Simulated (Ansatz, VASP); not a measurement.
## AlN: VASP beside Ansatz

```
CELL_PARAMETERS angstrom
3.12989 0.00000 -0.23474
-1.56494 2.71056 0.11737
-0.37627 0.00000 4.91662
ATOMIC_POSITIONS crystal
Al 0.34140 0.66647 0.00101
Al 0.67493 0.33353 0.50101
N 0.32793 0.67220 0.38399
N 0.65573 0.32780 0.88399
```

Change from the starting cell: engineering shear strain xz -0.1500, normal strain along z -0.0200.

Alike in both runs: functional PBE; k mesh 9 × 9 × 6; occupations gaussian, width 0.05 eV; no spin polarisation.

Ansatz relaxed the structure, and its values are those at the end. VASP's run is a single point on that final structure, the one shown.

|  | VASP | Ansatz |
| --- | --- | --- |
| version | VASP 6.6.1 | Ansatz 0.2.0 |
| potentials or method | VASP PAW PBE potentials, release 64 (Al, N) | scalar-relativistic, plane waves, PAW |
| plane-wave cutoff (eV) | 520 | 520 |
| valence electrons in the cell | 16 | 16 |

VASP gave:

* gap on the k mesh at the Fermi level (eV): 3.49
* least direct gap on the mesh (eV): 3.49
* pressure (GPa): 4.2
* rms of the force components (eV/Å): 0.003

**Question.** Which values does Ansatz return?

**Answer.** gap on the k mesh at the Fermi level (eV): 3.49; least direct gap on the mesh (eV): 3.49; pressure (GPa): 4.3; rms of the force components (eV/Å): 0.003.

Ansatz warned: «stress_scf_threshold_loose».

Caveats: an odd mesh through Γ misses points on the zone boundary, where band edges often lie.
